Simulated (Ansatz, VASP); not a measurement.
Sb: VASP beside Ansatz

File INCAR:

```
SYSTEM = Sb
ALGO = Normal ; DIPOL = 0.5 0.5 0.500
EDIFF = 1E-6 ; EDIFFG = -0.01
ENCUT = 520 ; GGA = PE
IBRION = 2 ; IDIPOL = 3
ISIF = 2 ; ISMEAR = 0
IVDW = 12 ; LASPH = .True.
LCHARG = .False. ; LDIPOL = .True.
LREAL = .False. ; LWAVE = .False.
NELM = 100 ; NSW = 60
PREC = Accurate ; SIGMA = 0.02
```

File KPOINTS:

```
k-points
0
Gamma
  9 9 1
  0 0 0
```

The input POSCAR:

```
Sb
1.0
    4.1500588838      0.0000000000      0.0000000000
   -2.0750294419      3.5940564206      0.0000000000
    0.0000000000      0.0000000000     28.0000000000
Sb
2
Direct
    0.3333333333      0.6666666667      0.5294645393
    0.6666666667      0.3333333333      0.4705354607
```

Input for Ansatz:

```yaml
crystal:
  lattice:
    - [4.1500588838, 0.0, 0.0]
    - [-2.0750294419, 3.5940564206, 0.0]
    - [0.0, 0.0, 28.0]
  atoms:
    - { symbol: Sb, position: [0.3333333333, 0.6666666667, 0.5294645393] }
    - { symbol: Sb, position: [0.6666666667, 0.3333333333, 0.4705354607] }
  periodic: [true, true, false]
basis:
  ecutwfc: 420
kpoints:
  mp_grid: { grid: [9, 9, 1] }
  band_path:
    path:
      - [0, 0, 0]
      - [0.5, 0, 0]
      - [0.3333333333333, 0.3333333333333, 0]
      - [0, 0, 0]
    npoints: 8
hamiltonian:
  xc: pbe
  dispersion: d3bj
scf:
  occupations: { method: gaussian, width: 0.02 }
output:
  forces: true
  stress: true
  eigenvalues: true
  write_density: true
  write_potential: true
  elf: true
  volumetric_format: npy
relax:
  adjacent_minimum: "off"
  f_tol: 0.01
  max_steps: 40
```

Change from the starting cell: biaxial strain +0.020, atoms relaxed.

Alike in both runs: task relaxation of the atoms; functional PBE; dispersion D3(BJ); k mesh 9 × 9 × 1; occupations gaussian, width 0.02 eV; no spin polarisation.

|  | VASP | Ansatz |
| --- | --- | --- |
| version | VASP 6.6.1 | Ansatz 0.2.0 |
| potentials or method | VASP PAW PBE potentials, release 64 (Sb) | scalar-relativistic, plane waves, PAW |
| plane-wave cutoff (eV) | 520 | 420 |
| valence electrons in the cell | 10 | 30 |

VASP gave:

| Property | Result |
| --- | --- |
| gap on the k mesh at the Fermi level, each at its own relaxed structure (eV) | 1.36 |
| energy change over the relaxation (meV/atom) | -1 |

Q: Which values does Ansatz return?

A: gap on the k mesh at the Fermi level, each at its own relaxed structure (eV): 1.39; energy change over the relaxation (meV/atom): -2.

The two sets of potentials don't hold the same shells in valence. Ansatz warned: «stress_scf_threshold_loose».

Caveats: spin-orbit coupling is left out, which moves the levels of the heavy elements.
